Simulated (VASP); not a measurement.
W: relaxation of cell and atoms with PBE

Crystal: W.

```
W
1.0
     3.07823    0.00000    0.00000
    -1.53911    2.66582    0.00000
     0.00000    0.00000    8.46201
W
4
Direct
  0.00000 0.00000 0.00000
  0.00000 0.00000 0.50000
  0.33333 0.66667 0.00500
  0.66667 0.33333 0.50500
```

The cell was built by a generator and needn't be a form met in nature.

```yaml
Program: VASP 6.6.1
Task: relaxation of cell and atoms
Functional: PBE
Potentials_or_basis: VASP PAW PBE potentials, release 64 (W_sv)
Cutoff: 600 eV
k_mesh: 6 × 6 × 2
Occupations: gaussian, width 0.1 eV
Spin: no spin polarisation
Dipole_correction: no
Further_INCAR_settings: ALGO = Normal; EDIFF = 1e-06; IBRION = 2; EDIFFG = -0.04; NSW = 90; ISIF = 3
```

The relaxed volume is 20.51 Å³/atom, the relaxed cell is a = 4.331 Å, b = 4.331 Å, c = 5.051 Å, α = 90.00°, β = 90.00°, γ = 120.00° and the space group after relaxing (to 0.05 Å) is P6_3/mmc (No. 194). The energy gained by relaxing is 14843.5 meV/atom. The ionic steps are 19, the pressure after relaxing is 0.1 GPa and the largest force after relaxing is 0.005 eV/Å. The band gap on the k mesh is none (metal or under the smearing width).

Forces in eV/Å, atoms in the order of the input:
```
W    0.000  0.000  0.005
W    0.000  0.000  0.005
W    0.000  0.000 -0.005
W    0.000  0.000 -0.005
```

Stress tensor (GPa, compression positive):
```
 0.22  0.00  0.00
 0.00  0.22  0.00
 0.00  0.00 -0.28
```

The path:
```tsv
step	energy change (eV)	largest force (eV/Å)	pressure (GPa)	volume (Å³)
1	0.0000	0.8521	339.99	69.44
2	624.1668	0.0351	-184.63	910.14
3	-51.9628	0.4835	-1.88	124.60
4	-51.9886	0.4743	-3.18	125.86
5	-52.0000	0.4636	-4.67	127.40
6	17.7586	0.0491	-55.31	432.62
7	-51.9939	0.4498	-5.87	128.74
8	-53.6858	0.1083	-8.32	114.74
9	-57.0130	0.1202	-8.26	94.72
10	-32.8906	0.2166	256.60	53.80
11	-57.5751	0.0639	-6.76	91.58
12	-58.5065	0.0073	26.23	72.81
13	-58.9891	0.0153	2.21	82.73
14	-59.1015	0.0001	15.64	76.12
15	-59.2235	0.0072	8.42	79.12
16	-57.8678	0.0188	-0.45	82.34
17	-59.3408	0.0038	4.79	79.94
18	-59.3090	0.0056	-5.76	85.13
19	-59.3739	0.0046	0.05	82.05
```

Final structure:
```yaml
crystal:
  lattice:
    - [4.33110, 0.00000, 0.00000]
    - [-2.16555, 3.75085, 0.00000]
    - [0.00000, 0.00000, 5.05072]
  atoms:
    - { symbol: W, position: [0.00000, 0.00000, 0.00205] }
    - { symbol: W, position: [0.00000, 0.00000, 0.50205] }
    - { symbol: W, position: [0.33333, 0.66667, 0.00295] }
    - { symbol: W, position: [0.66667, 0.33333, 0.50295] }
```

Levels at points of the mesh, in eV from the Fermi level:
```tsv
k point	band 24	band 25	band 26	band 27	band 28	band 29	band 30	band 31	band 32	band 33
(0.00, 0.00, 0.00)	-0.96	-0.96	-0.70	-0.70	0.28	0.30	0.30	0.60	0.89	3.02
(0.50, 0.00, 0.00)	-2.11	-1.81	-1.63	-1.12	-0.77	0.92	1.86	2.16	2.60	3.17
(0.00, 0.00, 0.50)	-1.55	-0.31	-0.31	-0.31	-0.31	0.71	0.71	0.71	0.71	1.50
(0.50, 0.00, 0.50)	-2.23	-1.90	-1.90	-1.08	-1.08	0.56	0.56	2.07	2.07	2.47
```

Run time: 11 min on 1 thread of Intel(R) Xeon(R) Platinum 8488C (Sapphire Rapids), on a shared host, peak memory 0.25 GiB.

Caveat: the k mesh is coarse (spacing up to 0.39 Å⁻¹), so the values aren't converged; the volume moved by over 15 % at a fixed basis, so the end points are rough. Spin-orbit coupling is left out, which matters for the levels of W.
